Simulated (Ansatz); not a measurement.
O-17 nuclear quadrupole resonance in SiO2

Cell: a Materials Project structure (computed, not necessarily an observed phase), atoms as given.

Space group Pccn (No. 56); a = 4.7116, b = 8.0926, c = 8.5306 Å.

```
site  Wyckoff  site symmetry       x       y       z
  Si       8e              1  0.1440  0.0630  0.1591
  O9       8e              1  0.5883  0.0542  0.7990
 O12       4c            ..2  0.2500  0.2500  0.6393
 O16       4a             -1  0.0000  0.5000  0.5000
```

One atom of each set is listed.

All values are calculated (Ansatz; DFT, r2SCAN, plane waves and PAW (field gradients read without the response of the frozen cores, which leaves them typically 4 to 6 % off), scalar-relativistic, 500 eV cutoff, Γ-centred 5×3×3 k-points, Fermi–Dirac smearing 0.02 eV), not measured.

O-17: I = 5/2, Q = -25.58 mb (year-2017 value). Static lattice, zero field.

Problem. Predict the zero-field O-17 lines of each site.

Solution. For I = 5/2 and η = 0 the lines are 3|C_Q|/20 and twice that; η pulls their ratio below 2.

| site | atoms | V_zz (10²¹ V/m²) | C_Q (MHz) | η | line frequencies (MHz) |
| --- | --- | --- | --- | --- | --- |
| O9 | 8 | 9.02 | -5.58 | 0.32 | 0.928, 1.64 |
| O12 | 4 | 10.36 | -6.41 | 0.07 | 0.966, 1.92 |
| O16 | 4 | 10.51 | -6.50 | 0.04 | 0.977, 1.95 |

At O12 and O16 V_zz points along the line of its two bonds (within 1°) in each case. At O9 V_zz runs parallel to the line that joins its two neighbours (within 1°).

Hardware: 1 thread of Intel Xeon 6975P-C (Granite Rapids) (x86_64; 8 cores open to the job, memory cap 3.0 GiB, no GPU), a shared host with a load of 0.4 a core. Wall time 38 s, CPU time 38 s, peak memory 1.3 GiB.
